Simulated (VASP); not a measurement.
# Ba (P6/mmm) in VASP: single point with PBE

Aim: the single point of Ba with PBE.

All numbers are computed with VASP 6.6.1; they aren't measurements. Logs are shortened: lines on timing, memory, paths and dates and some standing lists are left out, and cuts for length are marked.

### Step 1. Starting point

It takes space group P6/mmm (No. 191, hexagonal). The conventional cell has a = 4.312 Å, b = 4.312 Å, c = 3.913 Å, α = 90.00°, β = 90.00°, γ = 120.00°. Ba (site symmetry 6/mmm) has 8 Ba at 3.91 to 4.31 Å as nearest neighbours.

This isn't the form of Ba at room conditions, which is bcc.

### Step 2. Single point, PBE

File INCAR:

```
SYSTEM = Ba
PREC     = Accurate       ! precision mode
ENCUT    = 520            ! plane-wave cutoff, eV
EDIFF    = 1E-6           ! SCF threshold, eV
ISMEAR   = -1             ! smearing method
SIGMA    = 0.1            ! smearing width, eV
LREAL    = .FALSE.        ! projectors in reciprocal space
LASPH    = .TRUE.         ! aspherical terms in the spheres
NELM     = 60             ! most SCF steps
ALGO     = Normal         ! electronic algorithm
ISIF     = 2              ! what is computed and relaxed
LWAVE    = .FALSE.        ! write WAVECAR
LCHARG   = .FALSE.        ! write CHGCAR
GGA      = PE             ! functional
NBANDS   = 11             ! bands
```

File KPOINTS:

```
Automatic mesh
0
G
  6 6 6
  0 0 0
```

File POSCAR:

```
Ba
1.0
    4.3116140000      0.0000000000      0.0000000000
   -2.1558070000      3.7339670000      0.0000000000
    0.0000000000      0.0000000000      3.9134130000
Ba
1
Direct
    0.0000000000      0.0000000000      0.0000000000
```

Potentials or basis: VASP PAW PBE potentials, release 64 (Ba_sv).

Run with:

```
> cat potpaw_PBE.64/Ba_sv/POTCAR > POTCAR
> mpirun -np 1 vasp_std > vasp.out
```

OUTCAR:

```text
SYSTEM = Ba
   PREC = Accurate
   ENCUT = 520
   EDIFF = 1E-6
   ISMEAR = -1
   LREAL = .FALSE.
   LASPH = .TRUE.
   NELM = 60
   ISIF = 2
   GGA = PE

 ion  position               nearest neighbor table
   1  0.000  0.000  0.000-

  LATTYP: Found a hexagonal cell.
 ALAT       =     4.3116140000
 C/A-ratio  =     0.9076445619

  Lattice vectors:

 A1 = (   4.3116140000,   0.0000000000,   0.0000000000)
 A2 = (  -2.1558070000,   3.7339670000,   0.0000000000)
 A3 = (   0.0000000000,   0.0000000000,   3.9134130000)

Analysis of symmetry for initial positions (statically):
=====================================================================
 Subroutine PRICEL returns:
 Original cell was already a primitive cell.

 Routine SETGRP: Setting up the symmetry group for a
 hexagonal supercell.

 Subroutine GETGRP returns: Found 24 space group operations
 (whereof 24 operations were pure point group operations)
 out of a pool of 24 trial point group operations.

The static configuration has the point symmetry D_6h.

Analysis of symmetry for dynamics (positions and initial velocities):
=====================================================================
 Subroutine PRICEL returns:
 Original cell was already a primitive cell.

 Routine SETGRP: Setting up the symmetry group for a
 hexagonal supercell.

 Subroutine GETGRP returns: Found 24 space group operations
 (whereof 24 operations were pure point group operations)
 out of a pool of 24 trial point group operations.

The dynamic configuration has the point symmetry D_6h.

 Subroutine INISYM returns: Found 24 space group operations
 (whereof 24 operations are pure point group operations),
 and found     1 'primitive' translations

----------------------------------------------------------------------------------------

                                     Primitive cell

  volume of cell :      63.0037

  direct lattice vectors                    reciprocal lattice vectors
     4.311614000  0.000000000  0.000000000     0.231931708  0.133905843  0.000000000
    -2.155807000  3.733967000  0.000000000     0.000000000  0.267811687  0.000000000
     0.000000000  0.000000000  3.913413000     0.000000000  0.000000000  0.255531425

  length of vectors
     4.311614000  4.311613779  3.913413000     0.267811673  0.267811687  0.255531425

  position of ions in fractional coordinates (direct lattice)
     0.000000000  0.000000000  0.000000000

  ion indices of the primitive-cell ions
   primitive index   ion index
                 1           1

----------------------------------------------------------------------------------------

 KPOINTS: Automatic mesh

Automatic generation of k-mesh.
 Grid dimensions read from file:
 generate k-points for:    6    6    6

 Generating k-lattice:

  Cartesian coordinates                     Fractional coordinates (reciprocal lattice)
     0.038655285  0.022317641  0.000000000     0.166666667  0.000000000  0.000000000
     0.000000000  0.044635281  0.000000000     0.000000000  0.166666667  0.000000000
     0.000000000  0.000000000  0.042588571     0.000000000  0.000000000  0.166666667

  Length of vectors
     0.044635279  0.044635281  0.042588571

  Shift w.r.t. Gamma in fractional coordinates (k-lattice)
     0.000000000  0.000000000  0.000000000

 Subroutine IBZKPT returns following result:
 ===========================================

 Found     28 irreducible k-points:

 Following reciprocal coordinates:
            Coordinates               Weight
  0.000000  0.000000  0.000000      1.000000
  0.166667 -0.000000  0.000000      6.000000
  0.333333 -0.000000  0.000000      6.000000
  0.500000 -0.000000  0.000000      3.000000
  0.166667  0.166667  0.000000      6.000000
  0.333333  0.166667  0.000000     12.000000
[... 16 lines left out ...]
  0.166667 -0.000000  0.500000      6.000000
  0.333333 -0.000000  0.500000      6.000000
 [... further k-points ...]
   k-points           NKPTS =     28   k-points in BZ     NKDIM =     28   number of bands    NBANDS=     11
   number of dos      NEDOS =    301   number of ions     NIONS =      1
   total plane-waves  NPLWV =  30720
   dimension x,y,z NGX =    32 NGY =   32 NGZ =   30
   dimension x,y,z NGXF=    64 NGYF=   64 NGZF=   60
   ions per type =               1
   NGX,Y,Z   is equivalent  to a cutoff of  12.34, 12.34, 12.74 a.u.
   NGXF,Y,Z  is equivalent  to a cutoff of  24.68, 24.68, 25.49 a.u.
 SYSTEM =  Ba
   PREC   = accura    normal or accurate (medium, high low for compatibility)
   ISTART =      0    job   : 0-new  1-cont  2-samecut
   ICHARG =      2    charge: 1-file 2-atom 10-const
   ISPIN  =      1    spin polarized calculation?
   LNONCOLLINEAR =      F non collinear calculations
   LSORBIT =      F    spin-orbit coupling
   LASPH  =      T    aspherical Exc in radial PAW
   ENCUT  =  520.0 eV  38.22 Ry    6.18 a.u.   8.02  8.02  7.28*2*pi/ulx,y,z
   NELM   =     60;   NELMIN=  2; NELMDL= -5     # of ELM steps
   EDIFF  = 0.1E-05   stopping-criterion for ELM
   LREAL  =      F    real-space projection
   EDIFFG = 0.1E-04   stopping-criterion for IOM
   NSW    =      0    number of steps for IOM
   IBRION =     -1    ionic relax: 0-MD 1-quasi-New 2-CG
   NFREE  =      0    steps in history (QN), initial steepest desc. (CG)
   ISIF   =      2    stress and relaxation
   ISYM   =      2    0-nonsym 1-usesym 2-fastsym
   POTIM  = 0.5000    time-step for ionic-motion
   TEBEG  =    0.0;   TEEND  =   0.0 temperature during run
   PSTRESS=    0.0 pullay stress
   NELECT =      10.0000    total number of electrons
   NUPDOWN=      -1.0000    fix difference up-down
   EMIN   =  10.00;   EMAX   =-10.00  energy-range for DOS
   EFERMI =   0.00;   METHOD = LEGACY
   ISMEAR =    -1;   SIGMA  =   0.10  broadening in eV -4-tet -1-fermi 0-gaus
   EFERMI_NEDOS =   21; number of points for ismear=-14 and -15
   IALGO  =     38    algorithm
   IMIX   =      4    mixing-type and parameters
     AMIX     =   0.40;   BMIX     =  1.00
     AMIX_MAG =   1.60;   BMIX_MAG =  1.00
  volume/ion in A,a.u.               =      63.00       425.17
  Fermi-wavevector in a.u.,A,eV,Ry     =   0.886379  1.675014 10.689660  0.785668
  Thomas-Fermi vector in A             =   2.007537
   LORBIT       =      0    0 simple, 1 ext, 2 COOP (PROOUT), +10 PAW based schemes
   GGA     = PE    functional components
   LHFCALC =     F    Hartree Fock is set to
   AEXX    =    0.0000 exact exchange contribution
   IVDW    =     0    specifies the selected vdW correction
   LEPSILON=     F    determine dielectric tensor
   LRPA    =     F    only Hartree local field effects (RPA)
 non-spin polarized calculation
  energy-cutoff  :      520.00
  volume of cell :       63.00
 maximum number of plane-waves:      1710
   NGX = 17   NGY = 17   NGZ = 15

 number of electron      10.0000001 magnetization

 Free energy of the ion-electron system (eV)
  ---------------------------------------------------
  ext. energy  EPLUGINS =         0.00000000
  ---------------------------------------------------
  free energy    TOTEN  =        -1.75017901 eV

  energy without entropy =       -1.71132710  energy(sigma->0) =       -1.73075306

 E-fermi :   1.6521     XC(G=0):  -7.3985

 val. band max:        1.5728240901   @ k =   0.5000  -0.0000   0.3333
 cond. band min:       1.7705206754   @ k =   0.3333   0.3333   0.3333
 fundamental gap:      0.1976965853
 Fermi energy:         1.6521149422

 k-point     1 :       0.0000    0.0000    0.0000
  band No.  band energies     occupation
      1     -27.4436      2.00000
      2     -12.3723      2.00000
      3     -12.3723      2.00000
      4     -12.2745      2.00000
      5      -1.0427      2.00000
      6       1.7718      0.46412
      7       3.3493      0.00000
      8       3.3493      0.00000
      9       6.5037      0.00000
     10       6.5037      0.00000
     11       7.7046      0.00000

 k-point     2 :       0.1667   -0.0000    0.0000
  band No.  band energies     occupation
      1     -27.4332      2.00000
      2     -12.5008      2.00000
      3     -12.4011      2.00000
      4     -12.2616      2.00000
      5      -0.5931      2.00000
      6       1.9523      0.09469
      7       2.7689      0.00003
      8       3.8165      0.00000
      9       5.7799      0.00000
     10       6.3903      0.00000
     11       8.9658      0.00000

 k-point     3 :       0.3333   -0.0000    0.0000
  band No.  band energies     occupation
      1     -27.4123      2.00000
      2     -12.7438      2.00000
      3     -12.4579      2.00000
      4     -12.2356      2.00000
      5       0.3465      2.00000
      6       1.9303      0.11660
      7       2.5807      0.00019
      8       4.9152      0.00000
      9       5.1056      0.00000
     10       6.1819      0.00000
     11       7.8487      0.00000

 k-point     4 :       0.5000   -0.0000    0.0000
  band No.  band energies     occupation
      1     -27.4018      2.00000
      2     -12.8592      2.00000
      3     -12.4857      2.00000
      4     -12.2225      2.00000
      5       0.7144      1.99983
      6       2.0742      0.02893
      7       2.6275      0.00012
      8       4.5937      0.00000
      9       6.0854      0.00000
     10       6.4210      0.00000
     11       7.6108      0.00000

 k-point     5 :       0.1667    0.1667    0.0000
  band No.  band energies     occupation
      1     -27.4175      2.00000
      2     -12.6612      2.00000
      3     -12.4691      2.00000
      4     -12.2421      2.00000
      5       0.1638      2.00000
      6       2.1870      0.00946
      7       2.2302      0.00615
      8       4.7294      0.00000
      9       5.1768      0.00000
     10       6.0926      0.00000
     11       8.1932      0.00000
[... 211 lines left out ...]
 k-point    21 :       0.3333    0.3333    0.3333
  band No.  band energies     occupation
      1     -27.3492      2.00000
      2     -12.7611      2.00000
      3     -12.6409      2.00000
      4     -12.6409      2.00000
      5       1.7705      0.46865
      6       1.7705      0.46865
      7       3.5150      0.00000
      8       3.5150      0.00000
      9       4.8998      0.00000
     10       6.3954      0.00000
     11       9.2807      0.00000

 k-point    22 :       0.0000    0.0000    0.5000
  band No.  band energies     occupation
      1     -27.3782      2.00000
      2     -13.0297      2.00000
      3     -12.2983      2.00000
      4     -12.2983      2.00000
      5       0.8745      1.99916
      6       2.3584      0.00171
      7       3.9425      0.00000
      8       3.9425      0.00000
      9       4.2355      0.00000
     10       4.2355      0.00000
     11       8.7479      0.00000

 k-point    23 :       0.1667   -0.0000    0.5000
  band No.  band energies     occupation
      1     -27.3683      2.00000
      2     -13.0074      2.00000
      3     -12.4164      2.00000
      4     -12.3253      2.00000
      5       1.4030      1.84706
      6       1.7944      0.38857
      7       3.5243      0.00000
      8       4.0070      0.00000
      9       4.4095      0.00000
     10       4.7920      0.00000
     11       8.8627      0.00000

 k-point    24 :       0.3333   -0.0000    0.5000
  band No.  band energies     occupation
      1     -27.3483      2.00000
      2     -12.9620      2.00000
      3     -12.6414      2.00000
      4     -12.3786      2.00000
      5       1.0947      1.99244
      6       2.0149      0.05178
      7       3.6288      0.00000
      8       3.8764      0.00000
      9       5.1083      0.00000
     10       5.6630      0.00000
     11       8.5049      0.00000

 [... further k-points ...]

------------------------ aborting loop because EDIFF is reached ----------------------------------------

  FORCE on cell =-STRESS in cart. coord.  units (eV):
  Direction    XX          YY          ZZ          XY          YZ          ZX
  --------------------------------------------------------------------------------------
  -------------------------------------------------------------------------------------
  Total       -0.1253428     -0.1253428      0.2383304      0.0000000     -0.0000000      0.0000000
  in kB       -3.1874553     -3.1874549      6.0607158      0.0000000     -0.0000000      0.0000000
  external PRESSURE =      -0.1047314 kB  Pullay stress =       0.0000000 kB

 VOLUME and BASIS-vectors are now :
 -----------------------------------------------------------------------------
  energy-cutoff  :      520.00
  volume of cell :       63.00
      direct lattice vectors                 reciprocal lattice vectors
     4.311614000  0.000000000  0.000000000     0.231931708  0.133905843  0.000000000
    -2.155807000  3.733967000  0.000000000     0.000000000  0.267811687  0.000000000
     0.000000000  0.000000000  3.913413000     0.000000000  0.000000000  0.255531425

 POSITION                                       TOTAL-FORCE (eV/Angst)
 -----------------------------------------------------------------------------------
      0.00000      0.00000      0.00000         0.000000      0.000000      0.000000
 -----------------------------------------------------------------------------------
    total drift:                               -0.000000      0.000000     -0.000000

  FREE ENERGIE OF THE ION-ELECTRON SYSTEM (eV)
  ---------------------------------------------------
  free  energy   TOTEN  =        -1.7501790091 eV

  energy  without entropy=       -1.7113271017  energy(sigma->0) =       -1.73075306
```

Wall time 9.2 s (1 thread of Intel Xeon Platinum 8375C at 2.90GHz (Ice Lake), shared host); peak memory 0.18 GiB.

What came out:

```
Free energy            : -1.7502 eV
Pressure               : 0.0 GPa
Band gap on the k mesh : none (metal or under the smearing width)
```
